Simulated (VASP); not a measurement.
Write the native input for VASP 6.6.1 that does the following.

* Task: dielectric tensor
* Functional: PBE
* Potentials or basis: VASP PAW PBE potentials, release 64 (Cu, O)
* Cutoff: 520 eV
* k mesh: 8 × 8 × 8
* Occupations: gaussian, width 0.03 eV
* Spin: no spin polarisation
* Monkhorst-Pack mesh: yes
* Further INCAR settings: ALGO = Fast; EDIFF = 1e-08

The structure of Cu2O (Cuprite) lies in POSCAR:

```
Cu2O                                    
1.0
    4.2311326687      0.0000000000      0.0000000000
    0.0000000000      4.2311326687      0.0000000000
    0.0000000000      0.0000000000      4.2311326687
  Cu              O             
     4     2
Direct
     0.2500000000000000    0.2500000000000000    0.2500000000000000
     0.2500000000000000    0.7500000000000000    0.7500000000000000
     0.7500000000000000    0.7500000000000000    0.2500000000000000
     0.7500000000000000    0.2500000000000000    0.7500000000000000
     0.0000000000000000    0.0000000000000000    0.0000000000000000
     0.5000000000000000    0.5000000000000000    0.5000000000000000
```

One way to write it, as run:

INCAR

```
SYSTEM = Cu2O
PREC = Accurate ; ENCUT = 520
EDIFF = 1E-8 ; ISMEAR = 0
SIGMA = 0.03 ; LREAL = .False.
LASPH = .True. ; NELM = 80
ALGO = Fast ; ISIF = 2
LWAVE = .False. ; LCHARG = .False.
GGA = PE ; LEPSILON = .True.
KPAR = 2
```

KPOINTS

```
Automatic mesh
0
Monkhorst
  8 8 8
  0 0 0
```

Potentials or basis: VASP PAW PBE potentials, release 64 (Cu, O).

Command:

```sh
$ cat potpaw_PBE.64/Cu/POTCAR potpaw_PBE.64/O/POTCAR > POTCAR
$ mpirun -np 2 vasp_std > vasp.out
```

Results of the run:

```json
{
  "Electronic dielectric tensor (diagonal)": "8.98",
  "Born charges (mean of the diagonal)": "Cu +0.83; O -1.65 e"
}
```

Wall time 2.8 min on 2 MPI ranks on AMD EPYC 9R45 96-Core Processor (Zen 5), with other jobs on the host, peak memory 0.36 GiB a rank.
